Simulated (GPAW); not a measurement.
# WS2 in GPAW: notebook, part 2 of 2

GPAW 26.7.0. The steps go on from the part before.

## (4) Dielectric tensor, LDA

The input, run.py:

```python
import numpy as np
from ase import Atoms
from ase.dft.bandgap import bandgap
from ase.io import write
from gpaw import GPAW, PW
from gpaw.response.df import DielectricFunction

atoms = Atoms(['W', 'S', 'S'],
              cell=[[3.1835163552, 0.0, 0.0],
                    [-1.5917581776, 2.7570060369, 0.0],
                    [0.0, 0.0, 16.95057789]],
              scaled_positions=[[0.0, 0.0, 0.0],
                                [0.3333333333, 0.6666666667, 0.09200051],
                                [0.3333333333, 0.6666666667, 0.90799949]],
              pbc=True)

calc = GPAW(mode=PW(450),
            xc='LDA',
            kpts={'size': (8, 8, 2), 'gamma': True},
            occupations={'name': 'fermi-dirac', 'width': 0.001},
            nbands=25,
            convergence={'density': 1e-06},
            maxiter=150,
            txt='gpaw.txt')
atoms.calc = calc
energy = atoms.get_potential_energy()
calc.write('gs.gpw')
write('result.traj', atoms)
print(f'Energy: {energy:.6f} eV')
print('Fermi level:', round(calc.get_fermi_level(), 4), 'eV')
print(f'Gap: {bandgap(calc)[0]:.4f} eV, direct: {bandgap(calc, direct=True)[0]:.4f} eV')

for size in [(15, 15, 3), (21, 21, 4)]:
    name = 'x'.join(str(n) for n in size)
    dense = calc.fixed_density(kpts={'size': size, 'gamma': True},
                               nbands=49, convergence={'bands': 43, 'eigenstates': 1e-7},
                               update_fermi_level=True, txt=f'dense-{name}.txt')
    dense.write(f'{name}.gpw', mode='all')
    df = DielectricFunction(f'{name}.gpw', frequencies=np.array([0.0]), hilbert=False, eta=0.001,
                            ecut=80, nbands=43, intraband=False, txt=f'df-{name}.txt')
    for xc in ['RPA', 'LR0.1', 'LR0.2']:
        for direction in ['x', 'y', 'z', [0, 1, 1], [1, 0, 1], [1, 1, 0]]:
            e0, e = df.get_macroscopic_dielectric_constant(xc=xc, direction=direction)
            print(f'{name} {xc} {direction}: {e0:.4f} without, {e:.4f} with local fields')
```

Potentials or basis: the program's PAW data sets (release 1.2.1) made for this functional, pw.

On the command line:

```console
$ OMP_NUM_THREADS=1 python run.py
```

gpaw.txt:

```text
__  _  _
 | _ |_)|_||  |
 |__||  | ||/\| - 26.7.0

Input parameters:
  mode=PW(ecut=450.00000000000006),
  convergence={'density': 1e-06},
  kpts=MonkhorstPack(size=(8, 8, 2), gamma=True),
  maxiter=150,
  nbands=25,
  occupations=Occupations(name='fermi-dirac', width=0.001),
  xc=XC(name='LDA')

Diagonalizing LCAO Hamiltonian
Converting LCAO to pw mode

         S

         S

       W

Atoms  # Å, Bohr magnetons
|   | symbol |         x |        y |         z |    initial magnetic moments |
|---|--------|-----------|----------|-----------|-----------------------------|
| 0 |      W |  0.000000 | 0.000000 |  0.000000 | ( 0.0000,  0.0000,  0.0000) |
| 1 |      S | -0.000000 | 1.838004 |  1.559462 | ( 0.0000,  0.0000,  0.0000) |
| 2 |      S | -0.000000 | 1.838004 | 15.391116 | ( 0.0000,  0.0000,  0.0000) |

Unit cell  # Å
| periodic |         x |        y |         z |   lengths |     angles |
|----------|-----------|----------|-----------|-----------|------------|
|      yes |  3.183516 | 0.000000 |  0.000000 |  3.183516 |  90.000000 |
|      yes | -1.591758 | 2.757006 |  0.000000 |  3.183516 |  90.000000 |
|      yes |  0.000000 | 0.000000 | 16.950578 | 16.950578 | 120.000000 |

Number of symmetries: 12
Symmetry operations  # r_c * U_cc + t_c -> r_c
|    | kind |            matrix            |
|----|------|------------------------------|
|  0 |  σ   |  1, 1, 0,  0,-1, 0,  0, 0, 1 |
|  1 |  C2  |  1, 1, 0,  0,-1, 0,  0, 0,-1 |
|  2 |  E   |  1, 0, 0,  0, 1, 0,  0, 0, 1 |
|  3 |  σ   |  1, 0, 0,  0, 1, 0,  0, 0,-1 |
|  4 |  C3  |  0, 1, 0, -1,-1, 0,  0, 0, 1 |
|  5 |  S3  |  0, 1, 0, -1,-1, 0,  0, 0,-1 |
|  6 |  σ   |  0,-1, 0, -1, 0, 0,  0, 0, 1 |
|  7 |  C2  |  0,-1, 0, -1, 0, 0,  0, 0,-1 |
|  8 |  σ   | -1, 0, 0,  1, 1, 0,  0, 0, 1 |
|  9 |  C2  | -1, 0, 0,  1, 1, 0,  0, 0,-1 |
| 10 |  C3  | -1,-1, 0,  1, 0, 0,  0, 0, 1 |
| 11 |  S3  | -1,-1, 0,  1, 0, 0,  0, 0,-1 |

BZ-sampling:
  Number of BZ points: 128
  Number of IBZ points: 20

  Monkhorst-Pack size: [8, 8, 2]
  Monkhorst-Pack shift: [0.0625, 0.0625, 0.25]

K-points  # in reciprocal-cell coordinates
|     |                                coordinates |     weight |
|-----|--------------------------------------------|------------|
|   0 | (  0.00000000,   0.00000000,   0.00000000) | 0.00781250 |
|   1 | (  0.00000000,   0.00000000,   0.50000000) | 0.00781250 |
|   2 | (  0.12500000,   0.00000000,   0.00000000) | 0.04687500 |
|   3 | (  0.12500000,   0.00000000,   0.50000000) | 0.04687500 |
|   4 | (  0.25000000,  -0.12500000,   0.00000000) | 0.04687500 |
|   5 | (  0.25000000,  -0.12500000,   0.50000000) | 0.04687500 |
|   6 | (  0.25000000,   0.00000000,   0.00000000) | 0.04687500 |
|   7 | (  0.25000000,   0.00000000,   0.50000000) | 0.04687500 |
|   8 | (  0.37500000,  -0.12500000,   0.00000000) | 0.09375000 |
|   9 | (  0.37500000,  -0.12500000,   0.50000000) | 0.09375000 |
| ... |                                            |            |
|  19 | (  0.50000000,   0.50000000,   0.50000000) | 0.02343750 |

Plane wave coefficients: 3287
Cutoff: 450.00000000000006 eV

Spin-components: 1 (collinear spins)
Bands:           25
Projectors:      16
Spin-degeneracy: 2
Datatype:        complex128

Parallelization:
  kpt:    1
  domain: 1
  band:   1

Density:
  Valence electrons: 26.0
  Components: 1
  Grid points: [16 16 84]
  Charge: 0.0  # |e|

Potential:
  Grid points: [16 16 84]

species:
  W:
    name:    Tungsten
    Z:       74.0
    valence: 14
    core:    60
    charge:  0.0  # [|e|]
    compensation charges:
      type: gauss
      rc: 0.40  # [Å]
      lmax: 2
    cutoffs:
      filter: 2.36  # [Å]
      core: 3.02  # [Å]
    projectors
    | kind |    occ | energy [eV] | rcut [Å] |
    |------|--------|-------------|----------|
    |   5s |  2.000 |     -79.053 |    1.344 |
    |   6s |  2.000 |      -5.886 |    1.344 |
    |   5p |  6.000 |     -43.417 |    1.355 |
    |   6p |  0.000 |      -1.469 |    1.355 |
    |   5d |  4.000 |      -4.693 |    1.228 |
    |    d |        |      22.518 |    1.228 |

    Using partial waves for W as LCAO basis

  S:
    name:    Sulfur
    Z:       16.0
    valence: 6
    core:    10
    charge:  0.0  # [|e|]
    compensation charges:
      type: gauss
      rc: 0.24  # [Å]
      lmax: 2
    cutoffs:
      filter: 1.77  # [Å]
      core: 1.66  # [Å]
    projectors
    | kind |    occ | energy [eV] | rcut [Å] |
    |------|--------|-------------|----------|
    |   3s |  2.000 |     -17.278 |    0.974 |
    |   3p |  4.000 |      -7.106 |    0.979 |
    |    s |        |       9.933 |    0.974 |
    |    p |        |      20.105 |    0.979 |
    |    d |        |       0.000 |    0.900 |

    Using partial waves for S as LCAO basis

Reference energy: -460165.274101  # eV

eigensolver:
  PPCG
  Converge bands: occupied
  niter=2

density mixing:
  MSR1-Mixer
  Pratt-step length: 0.05
  Maximum mixing coefficient: 0.75
  Old densities: 10
  SVD Regularization: 0.005
  Good broyden scale: 1.0
  Trust region scale: 1.0
  Backstep threshold: 4.0
  History deletion threshold: 6.0
  Fourier metric: weight=20.0, sigma=0.015

occupation numbers:
  Fermi-Dirac:
    width: 0.0010  # eV

poisson solver:
  ecut: 3600.0000000000005  # eV

xc functional:
  name: None

convergence criteria:
- Maximum integral of absolute [dens]ity change: 1e-06 electrons / valence electron
- Maximum [total energy] change in last 3 cyles: 0.0005 eV / valence electron
- Maximum integral of absolute [eigenst]ate change: 4e-08 eV^2 / valence electron
maximum number of iterations: 150

SCF iterations
|iter     | |      energy | eigst |  dens |
|---------|-|-------------|-------|-------|
|iter:   1| |  -25.180788 | +0.19 |       |
|iter:   2| |  -25.133220 | -1.51 | -1.18 |
|iter:   3| |  -24.864150 | -1.56 | -1.22 |
|iter:   4| |  -24.843225 | -1.97 | -1.59 |
|iter:   5| |  -24.799295 | -2.71 | -1.71 |
|iter:   6| |  -24.798852 | -3.72 | -2.15 |
|iter:   7| |  -24.798848c| -4.62 | -3.00 |
|iter:   8| |  -24.798849c| -5.43 | -3.69 |
|iter:   9| |  -24.798849c| -6.12 | -4.37 |
|iter:  10| |  -24.798849c| -6.70 | -5.08 |
|iter:  11| |  -24.798849c| -7.21 | -5.55 |
|iter:  12| |  -24.798849c| -7.63c| -6.31c|

Converged in 12 steps
Energy contributions relative to reference atoms: (reference = -460165.274101)

Energy contributions:
  Kinetic:          12.041475
  Coulomb:         -14.506853
  Zero:              0.003382
  External:          0.000000
  Xc:              -22.336854
  Entropy:          -0.000000
  Spinorbit:         0.000000
  ----------------------------
  Free energy:     -24.798849
  Extrapolated:    -24.798849

dipole moment: (-9.449741, -8.260448, -63.247552)  # |e|*Ang

Fermi level: 0.052
Eigenvalues  # (at kpt = [0.000, 0.000, 0.000])
| band index |      eig [eV] | occ [0-2] |
|------------|---------------|-----------|
|          0 |       -74.767 |     2.000 |
|        ... |               |           |
|          5 |       -14.020 |     2.000 |
|          6 |        -7.308 |     2.000 |
|          7 |        -3.892 |     2.000 |
|          8 |        -3.892 |     2.000 |
|          9 |        -3.054 |     2.000 |
|         10 |        -2.642 |     2.000 |
[... 8 lines left out ...]
|         19 |         4.710 |     0.000 |
|         20 |         5.848 |     0.000 |
|        ... |               |           |
|         24 |         9.449 |     0.000 |

Gap: 2.042 eV
Transition (v -> c):
  (s=0, k=1, n=12, [0.00, 0.00, 0.50]) -> (s=0, k=12, n=13, [0.38, 0.38, 0.00])
Direct/indirect transitions are different
Direct gap: 2.234 eV
Transition at: (s=0, k=12, n=12, [0.38, 0.38, 0.00])
# Writing to gs.gpw (mode='')
```

It took 8.8 min on 1 thread of Arm Neoverse V2, shared host; peak memory 1 GiB.

What came out:

```
Free energy                             : -24.7988 eV
Band gap on the k mesh                  : 2.04 eV, indirect (least direct gap 2.23 eV)
Electronic dielectric tensor (diagonal) : 5.14, 5.14, 1.38
```

Electronic dielectric tensor:
```
5.14 0.00 0.00
0.00 5.14 0.00
0.00 0.00 1.38
```

Caveat: the long-wavelength limit can be off by several per cent where d states take part; spin-orbit coupling is left out, which moves the levels of the heavy elements. A hybrid or GW would open this gap; LDA tends to underestimate it.

## (5) Overview

```tsv
task	level	potentials or basis	spin	k mesh	cutoff (eV)	smearing	band path	band points	spin axis theta (degrees)	spin axis phi (degrees)	soc after scf	gap on the mesh (eV)	largest force (eV/Å)
band structure	PBEsol	PAW data sets generated in the run's folder for this functional, pw	off	10 × 10 × 2	600	fermi-dirac 0.05 eV	GMKGALHA,LM,KH	80	-	-	-	1.98	0.12
band structure	PBEsol	PAW data sets generated in the run's folder for this functional, pw	SOC, no magnetisation	10 × 10 × 2	600	fermi-dirac 0.05 eV	GMKGALHA,LM,KH	80	90	0	second variation	-	0.12
dielectric tensor	LDA	the program's PAW data sets (release 1.2.1) made for this functional, pw	off	8 × 8 × 2	450	fermi-dirac 0.001 eV	-	-	-	-	-	2.04	-
```

Alike in all rows: cell as given.

Caveats: spin-orbit coupling is left out, which moves the levels of the heavy elements (some runs); spin-orbit coupling was added after a scalar SCF, so levels and gaps hold it while energy, forces, pressure and moments don't (some runs); this program's spin-orbit splittings come out too wide for heavy elements (some runs); the long-wavelength limit can be off by several per cent where d states take part (some runs).

Total energies depend on the potentials used, so only differences within one code and one set of settings carry meaning.
